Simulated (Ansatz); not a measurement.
An Ansatz run on BaF₂ on the sites of the fluorite structure (relaxed group Fm-3m) left the output below. The cell was relaxed beforehand with r2SCAN.

Structure:
```cif
data_structure
_symmetry_space_group_name_H-M 'P 1'
_symmetry_Int_Tables_number 1
_cell_length_a 4.3800
_cell_length_b 4.3800
_cell_length_c 4.3800
_cell_angle_alpha 60.000
_cell_angle_beta 60.000
_cell_angle_gamma 60.000
_cell_volume 59.42
loop_
_atom_site_label
_atom_site_type_symbol
_atom_site_fract_x
_atom_site_fract_y
_atom_site_fract_z
_atom_site_occupancy
Ba1 Ba 0.00000 0.00000 0.00000 1
F1 F 0.75000 0.75000 0.75000 1
F2 F 0.25000 0.25000 0.25000 1
```

The log, with set-up remarks and timings taken out:
```
scf.n_extra_bands = 4 over 12 filled bands (N_el = 24.0): the run solves 16 bands
Pseudopotential: Ba, paw, valence charge 10, recommended cutoff 420 eV (normal)
Pseudopotential: F, paw, valence charge 7, recommended cutoff 420 eV (normal)
Functional definition: PBE
Crystal: 3 atoms, lattice volume = 59.418 Å³
Basis set: ecut = 420 eV, 1211 PW (Γ)
Bands: 16, of which v1, the nominal top of the filled ones, is band 12 counted from 1 (11 counted from 0)
Symmetry: 48 space group operations
Space group: Fm-3m (ITA 225)
k-points: 29 of 512
preconditioner: auto → none  [insulator: Δε(μ)=6.835 eV  σ=0.020 eV  ℏωp=23.6 eV]
SCF converged after 7 iterations
Free energy (F): -7572.402902 eV
Fermi energy:    6.612464 eV
--- Forces (eV/Å), atoms counted from 1 ---
  atom   1  Ba      0.00000      0.00000      0.00000
  atom   2  F       0.00000      0.00000      0.00000
  atom   3  F       0.00000      0.00000      0.00000
--- Stress (GPa, compression-positive) ---
        1.439442       0.000000       0.000000
        0.000000       1.439442       0.000000
        0.000000       0.000000       1.439442
  P = ⅓ Tr σ = 1.4394 GPa (14.394 kbar)
--- Band table (eV; the first three rows and the last of 29) ---
  k-point 0: bands = […, 1.6705, 1.6705, 1.6705, 3.0573, 3.0573, 3.0573, 9.9978, 12.4363, 12.4363, 14.6359]
  k-point 1: bands = […, 1.7364, 1.7364, 1.8324, 2.9524, 3.0377, 3.0377, 10.3497, 12.4183, 12.4183, 14.4290]
  k-point 2: bands = […, 1.8874, 1.8874, 2.2232, 2.7388, 3.0002, 3.0002, 11.1529, 12.3996, 12.3996, 13.9663]
  k-point 28: bands = […, 1.9394, 2.5578, 2.8068, 2.8068, 2.8517, 2.9389, 10.7387, 13.0158, 13.1199, 13.1199]
```

Q: Reconstruct the input, leaving the band path aside.

A:
```yaml
crystal:
  # lattice and atoms as above
kpoints:
  mp_grid: { grid: [8, 8, 8] }
hamiltonian:
  xc: pbe
scf:
  occupations: { method: fermi_dirac, width: 0.02 }
  n_extra_bands: 4
output:
  forces: true
  stress: true
  eigenvalues: true
```
A single point prints forces and stress when the output block asks for them. Keys that only write grids to files are left aside. Not every key shows in the log; this is the file that was used.

Run as `ansatz run input.yaml --threads 2 --pin off --max-ram 20275MiB --backend cpu --events-out ev --progress --plain --runs-dir out`. It took 1.2 s on 2 threads of AMD EPYC 7R13 Processor (Zen 3), with other jobs on the host, load about 2.4 per core; peak host memory 0.54 GiB.

The values are computed, spin-unpolarised, and not measurements.

The runs are scalar-relativistic, without spin-orbit coupling.
